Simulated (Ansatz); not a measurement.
Take a crystal in which Pb has been replaced by Ge on all its sites, with the cell rescaled by a rough guess (in some cases also distorted within its space group) and nothing relaxed:

```xyz
4
Lattice="3.1140 0.0000 0.0000 -1.5570 2.6968 0.0000 0.0000 0.0000 10.1566" Properties=species:S:1:pos:R:3 pbc="T T T"
Ge    0.0000    0.0000    0.0000
Ge    0.0000    1.7978    2.5392
Ge    0.0000    0.0000    5.0783
Ge    1.5570    0.8989    7.6175
```

All numbers below come from DFT PBE, scalar-relativistic, plane waves, PAW (Ansatz 0.2.0).

Settings: cutoff 420 eV, Γ-centred mesh 15×15×4 on the computed 4-atom cell, Gaussian smearing of 0.10 eV; no spin polarisation.

**Question.** What pressure does the cell carry?

**Answer.** The pressure is -4.7 GPa (positive in compression), so the cell would contract.

**Question.** Is it a metal on this mesh?

**Answer.** Yes, a band crosses the Fermi level.

This form isn't the element's structure at ambient conditions.